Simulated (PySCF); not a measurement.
# Telling isomers of C4H6O apart by NMR

Computed data (PySCF 2.14): geometry: GFN2-xTB, B3LYP/pcJ-1 coupling constants (spin–dipole term left out of most H,H and C,H couplings), PBE0/pcSseg-1 with gauge-including orbitals. Gas phase, single conformer, fast rotation and ring inversion assumed for equivalent nuclei, relativity neglected.

Scale: 1H and 13C vs TMS (reference shieldings calculated alike). Multiplet labels drop J under 1 Hz and among equivalent protons, and merge close values. Unscaled 3J(H,H) run several per cent high. Vicinal couplings that depend on rotamer populations or ring flexing (ring, CH–CH, X–H and H–F types) are those of the one conformer. Shifts are as computed. Against solution values, carbons near 30 ppm lie about +3 ppm off and those near 130 ppm about +5 ppm. Of 1211 compounds with measured shifts, 218 miss one by over three times the rms of a fit or turn the order of signals round; such compounds aren't used in these exercises.

(1) Tabulate the signals of `C#COCC`, `O=C1CCC1`, `C=CC(C)=O` and their relative energies.

(2) What is the quickest way to tell C#COCC from O=C1CCC1?

(3) What is the quickest way to tell O=C1CCC1 from C=CC(C)=O?

(4) What is the quickest way to tell C#COCC from C=CC(C)=O?

Answers

(1) 
```json
{"SMILES": "C#COCC", "carbon types": "1×C 1×CH 1×CH2 1×CH3", "δC": "94.1, 72.8, 32.4, 15.8", "δH": "4.00 (q, 2H), 1.44 (t, 3H), 0.86 (s, 1H)", "E rel. (kcal/mol)": "46.7"}
{"SMILES": "O=C1CCC1", "carbon types": "1×C 3×CH2", "δC": "213.8, 48.6, 10.1", "δH": "3.12 (m, 4H), 1.88 (m, 2H)", "E rel. (kcal/mol)": "0.3"}
{"SMILES": "C=CC(C)=O", "carbon types": "1×C 1×CH 1×CH2 1×CH3", "δC": "201.6, 147.0, 135.8, 26.7", "δH": "6.39 (m, 1H), 6.36 (m, 1H), 6.28 (m, 1H), 2.33 (s, 3H)", "E rel. (kcal/mol)": "0.0"}
```

Energies are electronic energies at PBE0/pcSseg-1 on these geometries, without zero-point or thermal terms, each for the one conformer computed, which needn't be the lowest.

(2) Count the carbon signals: 4 against 3. The first has an alkyne carbon (C) at 94.1 ppm, the second a ketone carbonyl carbon (C) at 213.8 ppm. In the proton spectra the most deshielded non-exchanging signals are 4.00 (q, J = 7.3 Hz, 2H) and 3.12 (m, 4H).

(3) Count the carbon signals: 3 against 4. The first has an sp3 CH2 α to a carbonyl at 48.6 ppm, the second an α carbon of a C=C–C=O unit (CH) at 147.0 ppm. Their most deshielded carbons lie at 213.8 and 201.6 ppm. In the proton spectra the most deshielded non-exchanging signals are 3.12 (m, 4H) and 6.39 (m, 1H).

(4) Both give the same number of carbon signals, with the same numbers of each carbon type, so the positions decide. The first has an alkyne carbon (C) at 94.1 ppm, the second a ketone carbonyl carbon (C) at 201.6 ppm. In the proton spectra the most deshielded non-exchanging signals are 4.00 (q, J = 7.3 Hz, 2H) and 6.39 (m, 1H).
